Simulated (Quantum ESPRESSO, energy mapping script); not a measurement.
## VCl2O monolayer: exchange couplings from total energies

Wanted: the magnetic order of VCl2O monolayer, its couplings and an estimate of its ordering temperature, by LDA+U (4 eV), QE, GBRV.

Method: LDA with U = 4 eV on V d, ortho-atomic projectors; plane waves, U on orthogonalised atomic orbitals unless named otherwise, collinear spin, no spin–orbit coupling, in Quantum ESPRESSO 7.5.

Most raw output is cut from this account.

## (1) The starting structure

The cell holds 4 atoms: 1 V, 2 Cl and 1 O. Cell: a = 3.642 Å, b = 3.518 Å, c = 18.329 Å, α = 90.0°, β = 90.0°, γ = 90.0°. It derives from VCl2O. one layer cut from the bulk crystal, unrelaxed, 15 A of vacuum. Vacuum lies along c.

The cell comes from a database of computed structures, and need not be the one that the compound takes in experiment.

A Hubbard U penalises fractional filling of the shell. It raises the cost of virtual hops to the neighbours, so couplings that rest on such hops usually weaken. These runs use Quantum ESPRESSO.

## (2) Parallel start in cell A (8 atoms)

The parallel order is the zero of energy for this cell and mesh.

The potential files are GBRV's for LDA; pw.x takes the functional from them.

File pw.in:

```
&control
  calculation = 'scf'
  prefix = 'pw'
  outdir = './tmp/'
  pseudo_dir = './pseudo/'
  verbosity = 'low'
/
&system
  ibrav = 0
  nat = 8
  ntyp = 3
  ecutwfc = 45
  ecutrho = 360
  nbnd = 48
  occupations = 'smearing'
  smearing = 'fd'
  degauss = 0.00367493
  nspin = 2
  starting_magnetization(1) = 0.1538
/
&electrons
  conv_thr = 2.0e-08
  electron_maxstep = 120
  mixing_beta = 0.3
  mixing_mode = 'plain'
/
ATOMIC_SPECIES
  V 50.9415 V.upf
  Cl 35.4500 Cl.upf
  O 15.9990 O.upf
CELL_PARAMETERS angstrom
  3.64216000 3.51788800 0.00000000
  0.00000000 7.03577600 0.00000000
  0.00000000 0.00000000 18.32939500
ATOMIC_POSITIONS crystal
  V 0.50000000 0.75000000 0.50000000
  V 0.50000000 0.25000000 0.50000000
  Cl 0.50000000 0.00000000 0.40917900
  Cl 0.50000000 0.50000000 0.40917900
  Cl 0.50000000 0.00000000 0.59082100
  Cl 0.50000000 0.50000000 0.59082100
  O 0.00000000 0.00000000 0.50000000
  O 0.00000000 0.50000000 0.50000000
K_POINTS automatic
  7 7 1 0 0 0
HUBBARD {ortho-atomic}
U V-3d 4
```

Run with:

```sh
$ OMP_NUM_THREADS=1 mpirun -n 4 pw.x -nk 4 -in pw.in > pw.out
```

Elapsed: 3.7 min, on 4 MPI ranks of Arm Neoverse V2, shared host; peak memory 2.8 GiB; 15 min of CPU time.

Spin moment in the sphere by atom:

```csv
atom,spin moment in the sphere (μB)
V1,0.899
V2,0.899
Cl3,-0.044
Cl4,-0.044
Cl5,-0.044
Cl6,-0.044
O7,-0.150
O8,-0.150
```

The run ends ferromagnetic.

## (3) Compensated +− start in cell A (8 atoms)

This order reverses 2 of the 2 neighbours at 3.52 Å and 2 of the 2 neighbours at 3.64 Å, counted for an average magnetic atom.

pw.in, as its differences from that of step 2:

```diff
@@ -10,6 +10,6 @@
   nat = 8
-  ntyp = 3
+  ntyp = 4
   ecutwfc = 45
   ecutrho = 360
-  nbnd = 48
+  nbnd = 46
   occupations = 'smearing'
@@ -19,2 +19,3 @@
   starting_magnetization(1) = 0.1538
+  starting_magnetization(2) = -0.1538
 /
@@ -27,3 +28,4 @@
 ATOMIC_SPECIES
-  V 50.9415 V.upf
+  V1 50.9415 V.upf
+  V2 50.9415 V.upf
   Cl 35.4500 Cl.upf
@@ -35,4 +37,4 @@
 ATOMIC_POSITIONS crystal
-  V 0.50000000 0.75000000 0.50000000
-  V 0.50000000 0.25000000 0.50000000
+  V1 0.50000000 0.75000000 0.50000000
+  V2 0.50000000 0.25000000 0.50000000
   Cl 0.50000000 0.00000000 0.40917900
@@ -46,2 +48,3 @@
 HUBBARD {ortho-atomic}
-U V-3d 4
+U V1-3d 4
+U V2-3d 4
```

Wall time 3.7 min (4 MPI ranks); peak memory 2.8 GiB; 15 min of CPU time.

Spin moment in the sphere by atom:

```csv
atom,spin moment in the sphere (μB)
V1,0.851
V2,-0.851
Cl3,0.000
Cl4,0.000
Cl5,0.000
Cl6,0.000
O7,0.000
O8,0.000
```

The run ends antiferromagnetic, 7.45 meV a magnetic atom above the parallel order of its cell, a difference that unlike orbital or electronic states can set, not exchange alone.

## (4) Order 3: parallel, cell B of 8 atoms

A new cell needs its own zero of energy.

This run holds the same structure in another cell (a 5.064 → 7.284 Å, b 7.036 → 3.518 Å, γ 46.0 → 90.0°).

File pw.in:

```
&control
  calculation = 'scf'
  prefix = 'pw'
  outdir = './tmp/'
  pseudo_dir = './pseudo/'
  verbosity = 'low'
/
&system
  ibrav = 0
  nat = 8
  ntyp = 3
  ecutwfc = 45
  ecutrho = 360
  nbnd = 48
  occupations = 'smearing'
  smearing = 'fd'
  degauss = 0.00367493
  nspin = 2
  starting_magnetization(1) = 0.1538
/
&electrons
  conv_thr = 2.0e-08
  electron_maxstep = 120
  mixing_beta = 0.3
  mixing_mode = 'plain'
/
ATOMIC_SPECIES
  V 50.9415 V.upf
  Cl 35.4500 Cl.upf
  O 15.9990 O.upf
CELL_PARAMETERS angstrom
  7.28432000 0.00000000 0.00000000
  0.00000000 3.51788800 0.00000000
  0.00000000 0.00000000 18.32939500
ATOMIC_POSITIONS crystal
  V 0.25000000 0.00000000 0.50000000
  V 0.75000000 0.00000000 0.50000000
  Cl 0.25000000 0.50000000 0.40917900
  Cl 0.75000000 0.50000000 0.40917900
  Cl 0.25000000 0.50000000 0.59082100
  Cl 0.75000000 0.50000000 0.59082100
  O 0.00000000 0.00000000 0.50000000
  O 0.50000000 0.00000000 0.50000000
K_POINTS automatic
  4 7 1 0 0 0
HUBBARD {ortho-atomic}
U V-3d 4
```

Elapsed: 2.7 min, on 4 MPI ranks; peak memory 2.6 GiB.

The run ends ferromagnetic. For each magnetic atom its energy differs from the parallel run of the first cell by 0.22 meV, an error that one common reference would have brought in.

## (5) Run 4 (compensated +−; cell B, 8 atoms)

This order reverses 0 of the 2 neighbours at 3.52 Å and 2 of the 2 neighbours at 3.64 Å, counted for an average magnetic atom.

pw.in, as its differences from that of step 4:

```diff
@@ -10,6 +10,6 @@
   nat = 8
-  ntyp = 3
+  ntyp = 4
   ecutwfc = 45
   ecutrho = 360
-  nbnd = 48
+  nbnd = 46
   occupations = 'smearing'
@@ -19,2 +19,3 @@
   starting_magnetization(1) = 0.1538
+  starting_magnetization(2) = -0.1538
 /
@@ -27,3 +28,4 @@
 ATOMIC_SPECIES
-  V 50.9415 V.upf
+  V1 50.9415 V.upf
+  V2 50.9415 V.upf
   Cl 35.4500 Cl.upf
@@ -35,4 +37,4 @@
 ATOMIC_POSITIONS crystal
-  V 0.25000000 0.00000000 0.50000000
-  V 0.75000000 0.00000000 0.50000000
+  V1 0.25000000 0.00000000 0.50000000
+  V2 0.75000000 0.00000000 0.50000000
   Cl 0.25000000 0.50000000 0.40917900
@@ -46,2 +48,3 @@
 HUBBARD {ortho-atomic}
-U V-3d 4
+U V1-3d 4
+U V2-3d 4
```

Elapsed: 2.8 min, on 4 MPI ranks; peak memory 2.6 GiB.

The run ends antiferromagnetic, 6.72 meV a magnetic atom above the parallel order of its cell, a difference that unlike orbital or electronic states can set, not exchange alone.

## (6) Order 5: parallel, cell C of 8 atoms

This run holds the same structure in another cell (a 7.284 → 3.642 Å, b 3.518 → 7.036 Å).

File pw.in:

```
&control
  calculation = 'scf'
  prefix = 'pw'
  outdir = './tmp/'
  pseudo_dir = './pseudo/'
  verbosity = 'low'
/
&system
  ibrav = 0
  nat = 8
  ntyp = 3
  ecutwfc = 45
  ecutrho = 360
  nbnd = 48
  occupations = 'smearing'
  smearing = 'fd'
  degauss = 0.00367493
  nspin = 2
  starting_magnetization(1) = 0.1538
/
&electrons
  conv_thr = 2.0e-08
  electron_maxstep = 120
  mixing_beta = 0.3
  mixing_mode = 'plain'
/
ATOMIC_SPECIES
  V 50.9415 V.upf
  Cl 35.4500 Cl.upf
  O 15.9990 O.upf
CELL_PARAMETERS angstrom
  3.64216000 0.00000000 0.00000000
  0.00000000 7.03577600 0.00000000
  0.00000000 0.00000000 18.32939500
ATOMIC_POSITIONS crystal
  V 0.50000000 0.00000000 0.50000000
  V 0.50000000 0.50000000 0.50000000
  Cl 0.50000000 0.25000000 0.40917900
  Cl 0.50000000 0.75000000 0.40917900
  Cl 0.50000000 0.25000000 0.59082100
  Cl 0.50000000 0.75000000 0.59082100
  O 0.00000000 0.00000000 0.50000000
  O 0.00000000 0.50000000 0.50000000
K_POINTS automatic
  7 4 1 0 0 0
HUBBARD {ortho-atomic}
U V-3d 4
```

Elapsed: 2.5 min, on 4 MPI ranks; peak memory 2.6 GiB.

The run ends ferromagnetic. For each magnetic atom its energy differs from the parallel run of the first cell by 0.45 meV, an error that one common reference would have brought in.

## (7) Order 6: compensated +−, cell C of 8 atoms

This order reverses 2 of the 2 neighbours at 3.52 Å and 0 of the 2 neighbours at 3.64 Å, counted for an average magnetic atom.

pw.in, as its differences from that of step 6:

```diff
@@ -10,6 +10,6 @@
   nat = 8
-  ntyp = 3
+  ntyp = 4
   ecutwfc = 45
   ecutrho = 360
-  nbnd = 48
+  nbnd = 46
   occupations = 'smearing'
@@ -19,2 +19,3 @@
   starting_magnetization(1) = 0.1538
+  starting_magnetization(2) = -0.1538
 /
@@ -27,3 +28,4 @@
 ATOMIC_SPECIES
-  V 50.9415 V.upf
+  V1 50.9415 V.upf
+  V2 50.9415 V.upf
   Cl 35.4500 Cl.upf
@@ -35,4 +37,4 @@
 ATOMIC_POSITIONS crystal
-  V 0.50000000 0.00000000 0.50000000
-  V 0.50000000 0.50000000 0.50000000
+  V1 0.50000000 0.00000000 0.50000000
+  V2 0.50000000 0.50000000 0.50000000
   Cl 0.50000000 0.25000000 0.40917900
@@ -46,2 +48,3 @@
 HUBBARD {ortho-atomic}
-U V-3d 4
+U V1-3d 4
+U V2-3d 4
```

Wall time 2.6 min (4 MPI ranks); peak memory 2.6 GiB; 11 min of CPU time.

The run ends antiferromagnetic, 2.71 meV a magnetic atom above the parallel order of its cell, a difference that unlike orbital or electronic states can set, not exchange alone.

## (8) The fit

Each energy difference is a sum of couplings weighted by the pairs that the order reverses. A few near shells are fitted to the differences by least squares. Energies are those extrapolated to zero occupation width, not the free energies F.

The orders that converged (zero: parallel moments in the same cell):

```csv
order,atoms,energy (meV a magnetic atom),moments (μB),moments kept as typed,"opposed neighbours at 3.52, 3.64 Å"
parallel in cell A,8,0.00,0.90,yes,"0, 0"
compensated +− in cell A,8,7.45,0.85,yes,"2, 2"
parallel in cell B,8,0.00,0.90,yes,"0, 0"
compensated +− in cell B,8,6.72,0.87,yes,"0, 2"
parallel in cell C,8,0.00,0.90,yes,"0, 0"
compensated +− in cell C,8,2.71,0.88,yes,"2, 0"
```

The Heisenberg fit (each pair counts twice, positive J is ferromagnetic):

```csv
pair,distance (Å),neighbours,J (meV)
V–V,3.52,2,0.512
V–V,3.64,2,1.52
```

## (9) Results

```yaml
couplings: not to be trusted
```

In words: The warning signs here (open shells started apart) can come from unlike orbital states, and these open shells were not started from one set of occupation matrices, so the fitted couplings are not taken as the crystal's.

[Logs and program files are shortened in this print: banners, set-up blocks, solver, clock and traceback lines can be left out without a mark of their own.]

[Logs are printed without paths, hosts, clocks, repeated set-up lines and the standing remarks that a program may print on its own settings, such as how far it seeks lower states.]

[Hosts, paths, dates, database ids (printed as entryN), source tags and the programs' standing remarks are cut or masked in the printed files.]

[Where a cell is said to come from a database of computed structures, the database is the Materials Project.]
